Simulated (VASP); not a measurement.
Runs of VASP 6.6.1 on RbCl. Symmetry: Fm-3m, No. 225, cubic system. The conventional cell has a = 6.548 Å, b = 6.548 Å, c = 6.548 Å, α = 90.00°, β = 90.00°, γ = 90.00°. Rb (site symmetry m-3m) is surrounded by 6 Cl at 3.27 Å. Around Cl (site symmetry m-3m) lie 6 Rb at 3.27 Å. 

```csv
task,cell,gap on the mesh (eV),pressure (GPa)
relaxation of the atoms,atoms relaxed from: a relaxed cell with its volume scaled by 1.04,(a),-0.5
relaxation of the atoms,atoms relaxed from: a relaxed cell with its volume scaled by 0.94,5.00,1.1
relaxation of the atoms,atoms relaxed from: a relaxed cell with its volume scaled by 0.96,4.93,0.7
relaxation of the atoms,atoms relaxed from: a relaxed cell with its volume scaled by 1.02,4.75,-0.3
relaxation of cell and atoms,relaxed,4.82,0.0
relaxation of the atoms,atoms relaxed,4.81,0.0
relaxation of the atoms,atoms relaxed from: a relaxed cell with its volume scaled by 0.98,(b),0.3
relaxation of the atoms,atoms relaxed from: a relaxed cell with its volume scaled by 1.06,4.64,-0.7
```

Alike in all rows: level PBE; potentials or basis VASP PAW PBE potentials, release 64 (Rb_pv, Cl); no spin polarisation; k mesh 4 × 4 × 4; cutoff (eV) 300; smearing gaussian 0.03 eV.

Fill in the values left out.

(a) 4.69; (b) 4.87.

Caveats: the cutoff is under 1.25 times the usual one of these potentials, so pressure, stress and relaxed cells hold a basis-set (Pulay) error; the relaxation stopped at its first step, so nothing moved (some runs).

A k mesh can miss the band edges, and the runs leave out spin-orbit coupling on Rb.
